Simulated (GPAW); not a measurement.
Runs of GPAW 26.7.0 on MnS. Symmetry: Fm-3m, No. 225, cubic system. Conventional cell: a = 5.209 Å, b = 5.209 Å, c = 5.209 Å, α = 90.00°, β = 90.00°, γ = 90.00°. Mn (site symmetry m-3m) has 6 S at 2.60 Å as nearest neighbours. S (site symmetry m-3m) is surrounded by 6 Mn at 2.60 Å. 

```csv
task,level,potentials or basis,cell,band path,band points,optimizer,fmax,max steps,gap on the mesh (eV),pressure (GPa),moment (μB),relaxed volume (Å³/atom)
band structure,PBEsol,"PAW data sets generated in the run's folder for this functional, pw",as given,"GXWKGLUWLK,UX",80,-,-,-,-,-7.2,(b),-
band structure,LDA,"the program's PAW data sets (release 1.2.1) made for this functional, pw",as given,"GXWKGLUWLK,UX",80,-,-,-,-,(a),4.53,-
relaxation of cell and atoms,LDA,"the program's PAW data sets (release 1.2.1) made for this functional, pw",relaxed,-,-,BFGS,0.02 eV/Å,100,none,0.0,3.60,13.90
relaxation of cell and atoms,PBEsol,"PAW data sets generated in the run's folder for this functional, pw",relaxed to -1 GPa,-,-,LBFGS,0.02 eV/Å,60,none,-1.2,4.01,-
relaxation of cell and atoms,PBEsol+D3(BJ),"PAW data sets generated in the run's folder for this functional, pw",relaxed,-,-,BFGS,0.02 eV/Å,100,none,0.2,3.92,14.47
relaxation of cell and atoms,PBEsol+D4,"PAW data sets generated in the run's folder for this functional, pw",relaxed,-,-,BFGS,0.01 eV/Å,40,none,0.0,3.93,14.56
```

Alike in all rows: spin collinear, ferromagnetic start; k mesh 9 × 9 × 9; cutoff (eV) 600; smearing fermi-dirac 0.05 eV.

Task: Fill in the values left out.

Result: (a) -11.7; (b) 4.66.

Caveats: a cell with one magnetic atom can't hold antiferromagnetic order, which such compounds often take; semilocal functionals often make such compounds metallic where correlation or magnetic order opens a gap, which also shifts bond lengths; each step starts from the last one's moments, so a moment once lost doesn't come back (some runs); later steps reuse the first step's grids (some runs); the volume moved by over 15 % at a fixed basis, so the end points are rough (some runs); the volume moved by -18 % from the deposited cell, more than functionals usually miss (some runs); pairwise dispersion overbinds metals, which lowers pressure and volume (some runs).

A gap of «none» marks a metal or a gap under the smearing width.

Runs at the PBE level aren't shown here.
